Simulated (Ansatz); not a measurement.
Theory: DFT PBE, scalar-relativistic, plane waves, PAW in Ansatz 0.2.0. Settings: cutoff 420 eV, Γ-centred meshes spaced at most about 0.3 Å⁻¹, and about 0.25 Å⁻¹ or finer for metals (2π included), Gaussian smearing. No spin polarisation.

Each guess is relaxed in cell and atoms at zero pressure, on a coarse mesh first where it starts far from rest and then on a converged one. The steps can't lower the symmetry of the start, but it can rise. Energies are static (0 K, no zero-point motion).

Two unrelaxed guesses for BiS4:

A.

```cif
data_structure
_symmetry_space_group_name_H-M 'Pm-3m'
_symmetry_Int_Tables_number 221
_cell_length_a 4.8187
_cell_length_b 4.8187
_cell_length_c 4.8187
_cell_angle_alpha 90.000
_cell_angle_beta 90.000
_cell_angle_gamma 90.000
_cell_volume 111.89
loop_
_atom_site_label
_atom_site_type_symbol
_atom_site_symmetry_multiplicity
_atom_site_Wyckoff_symbol
_atom_site_fract_x
_atom_site_fract_y
_atom_site_fract_z
_atom_site_occupancy
Bi1 Bi 1 b 0.50000 0.50000 0.50000 1
S1 S 3 c 0.00000 0.50000 0.50000 1
S2 S 1 a 0.00000 0.00000 0.00000 1
```

B.

```cif
data_structure
_symmetry_space_group_name_H-M 'Pm-3m'
_symmetry_Int_Tables_number 221
_cell_length_a 4.8930
_cell_length_b 4.8930
_cell_length_c 4.8930
_cell_angle_alpha 90.000
_cell_angle_beta 90.000
_cell_angle_gamma 90.000
_cell_volume 117.15
loop_
_atom_site_label
_atom_site_type_symbol
_atom_site_symmetry_multiplicity
_atom_site_Wyckoff_symbol
_atom_site_fract_x
_atom_site_fract_y
_atom_site_fract_z
_atom_site_occupancy
Bi1 Bi 1 a 0.00000 0.00000 0.00000 1
S1 S 1 b 0.50000 0.50000 0.50000 1
S2 S 3 c 0.00000 0.50000 0.50000 1
```

Question: Where do they end, and which end is lower?

Answer: B ends lower, by 0.80 eV/atom. A: Pm-3m at 22.4 Å³/atom → Pm-3m at 28.3 Å³/atom; B: Pm-3m at 23.4 Å³/atom → Pm-3m at 20.0 Å³/atom. Counting S atoms around Bi (those within 1.25 times the shortest such distance or 1.15 times the sum of covalent radii; a plus sign parts nearer from farther groups; the shortest distance is added where it is long for a bond), the end of A has Bi 6 and the end of B has Bi 12+8 from 3.3 Å. The end of B holds S–S bonds in all directions (shortest 2.32 Å); in the end of A the shortest S–S distance is 3.68 Å. End of A. Conventional cell: a = 5.209 Å. Bi has 6 S at 2.60 Å; S on a site of symmetry 4/mmm has 2 Bi at 2.60 Å and 12 S at 3.68 Å; S on a site of symmetry m-3m is surrounded by 12 S at 3.68 Å (long contacts). End of B. Conventional cell: a = 4.638 Å. Bi has 12 S at 3.28 Å and 8 S at 4.02 Å; S on a site of symmetry m-3m has 6 S at 2.32 Å; S on a site of symmetry 4/mmm is surrounded by 2 S at 2.32 Å, 4 Bi at 3.28 Å and 8 S at 3.28 Å.

Ends held by symmetry can be saddle points. Neither end is the lowest form computed: that has space group P4/mmm (No. 123) and lies 110 meV/atom below the better end. Even the lowest of the cells shown lies +0.34 eV/atom against the elements. These runs have no spin–orbit coupling, which can matter for Bi. In Pm-3m at 20.0 Å³/atom, Pm-3m at 28.3 Å³/atom an odd number of electrons in the primitive cell allows no gap without spin; a larger cell or a magnetic state could open one. Some candidate types were left out of the draw beforehand, so a known form may be missing.
